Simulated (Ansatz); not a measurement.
# TaSi2 (P6_422) in Ansatz: a run that goes wrong, beside a sound one

Two runs on TaSi2: the first has a flaw, the second is sound.

All numbers are computed with Ansatz 0.2.0; they aren't measurements. Logs are shortened: lines on timing, memory, paths and dates and some standing lists are left out, and cuts for length are marked.

**1. The crystal as given**

It takes space group P6_422 (No. 181, hexagonal). The conventional cell has a = 4.784 Å, b = 4.784 Å, c = 6.570 Å, α = 90.00°, β = 90.00°, γ = 120.00°. Around Ta (site symmetry 222) lie 10 Si at 2.61 to 2.83 Å. Si (site symmetry 2) is surrounded by 5 Si at 2.56 to 2.83 Å and 5 Ta at 2.61 to 2.83 Å.

**2. A run with an altered input**

Contents of input.yaml:

```yaml
crystal:
  lattice:
    - [4.7839, 0.0, 0.0]
    - [-2.39195, 4.1429789292, 0.0]
    - [0.0, 0.0, 6.57]
  atoms:
    - { symbol: Ta, position: [0.0, 0.5, 0.3333333333] }
    - { symbol: Ta, position: [0.5, 0.5, 0.6666666667] }
    - { symbol: Ta, position: [0.5, 0.0, 0.0] }
    - { symbol: Si, position: [0.31794, 0.15897, 0.3333333333] }
    - { symbol: Si, position: [0.15897, 0.84103, 0.6666666667] }
    - { symbol: Si, position: [0.84103, 0.68206, 0.0] }
    - { symbol: Si, position: [0.68206, 0.84103, 0.3333333333] }
    - { symbol: Si, position: [0.84103, 0.15897, 0.6666666667] }
    - { symbol: Si, position: [0.15897, 0.31794, 0.0] }
hamiltonian:
  xc: pbesol
  pseudopotentials: { kind: paw }
kpoints:
  mp_grid: { grid: [7, 7, 4] }
scf:
  occupations: { method: fermi_dirac, width: 0.05 }
  max_iter: 100
output:
  forces: true
  stress: true
  eigenvalues: true
relax:
  f_tol: 0.01
  max_steps: 40
  cell: { stress_tol: 0.05 }
basis:
  ecutwfc: "40 Ry/bohr"
```

Potentials or basis: Ansatz PAW.

Command:

```
> ansatz run input.yaml --threads 4 --pin off --max-ram 11264MiB --backend cpu --events-out ev --progress --plain --runs-dir out
```

Standard output:

```text
Error: YAML parse error: error: line 33 column 12: unknown unit factor `Ry/bohr`
  --> <input>:33:12
   |
31 |   cell: { stress_tol: 0.05 }
32 | basis:
33 |   ecutwfc: "40 Ry/bohr"
   |            ^ unknown unit factor `Ry/bohr`
```

Run time: 0.02 s. Hardware: 4 threads of Arm Neoverse V2, shared host; peak memory 0.023 GiB.

The program refused the input. The fault, put in on purpose: a cutoff in the wrong unit (basis.ecutwfc = 40 Ry/bohr).

**3. Relaxation of cell and atoms, PBEsol**

Edit input.yaml of step 2 so:

```diff
@@ -22,3 +22,2 @@
   occupations: { method: fermi_dirac, width: 0.05 }
-  max_iter: 100
 output:
@@ -31,3 +30 @@
   cell: { stress_tol: 0.05 }
-basis:
-  ecutwfc: "40 Ry/bohr"
```

Potentials or basis: Ansatz PAW.

Command:

```
> ansatz run input.yaml --threads 4 --pin off --max-ram 11264MiB --backend cpu --events-out ev --progress --plain --runs-dir out
```

Run time: 17 s. Hardware: 4 threads of Arm Neoverse V2, shared host; peak memory 0.46 GiB.

It converged, with:

```yaml
Free_energy: -33153.7221 eV
Relaxed_volume: 14.29 Å³/atom
Relaxed_cell: a = 4.756 Å, b = 4.756 Å, c = 6.565 Å, α = 90.00°, β = 90.00°, γ = 120.00°
Space_group_after_relaxing_to_0.05_Å: P6_422 (No. 181)
Energy_gained_by_relaxing: 1.5 meV/atom
Ionic_steps: 5
Pressure_after_relaxing: 0.0 GPa
Band_gap_on_the_k_mesh: none (metal or under the smearing width)
```

Forces in eV/Å, atoms in the order of the input:
```
Ta   0.000  0.000  0.000
Ta   0.000  0.000  0.000
Ta   0.000  0.000  0.000
Si   0.002  0.001  0.000
Si   0.002 -0.001  0.000
Si   0.000 -0.003  0.000
Si  -0.002 -0.001  0.000
Si  -0.002  0.001  0.000
Si   0.000  0.003  0.000
```

Step by step:
```
step  energy change (eV)  largest force (eV/Å)  volume (Å³)
   1              0.0000                0.0590       130.21
   2             -0.0045                0.0623       127.34
   3             -0.0142                0.0006       128.67
   4             -0.0142                0.0027       128.63
   5             -0.0137                0.0026       128.63
```

Final structure:
```
Ta Si
1.0
     4.75650    0.00000    0.00000
    -2.37825    4.11925    0.00000
     0.00000    0.00000    6.56492
Ta Si
3 6
Direct
  0.00000 0.50000 0.33333
  0.50000 0.50000 0.66667
  0.50000 0.00000 0.00000
  0.31913 0.15957 0.33333
  0.15957 0.84043 0.66667
  0.84043 0.68087 0.00000
  0.68087 0.84043 0.33333
  0.84043 0.15957 0.66667
  0.15957 0.31913 0.00000
```

Levels at points of the mesh, in eV from the Fermi level:
```csv
k point,band 30,band 31,band 32,band 33,band 34,band 35
"(0.00, 0.00, 0.00)",-2.21,-2.21,-1.48,0.70,3.03,3.03
"(0.00, 0.00, -0.50)",-1.76,-1.76,1.10,1.10,2.69,2.69
```

Caveat: the plane-wave basis is chosen anew once the cell has moved, so the energies of steps on either side of that aren't comparable; the PAW data sets come from PBE, with cores solved anew for the run's functional, which leaves a small shift of forces and pressure. Spin-orbit coupling is left out, which matters for the levels of Ta.
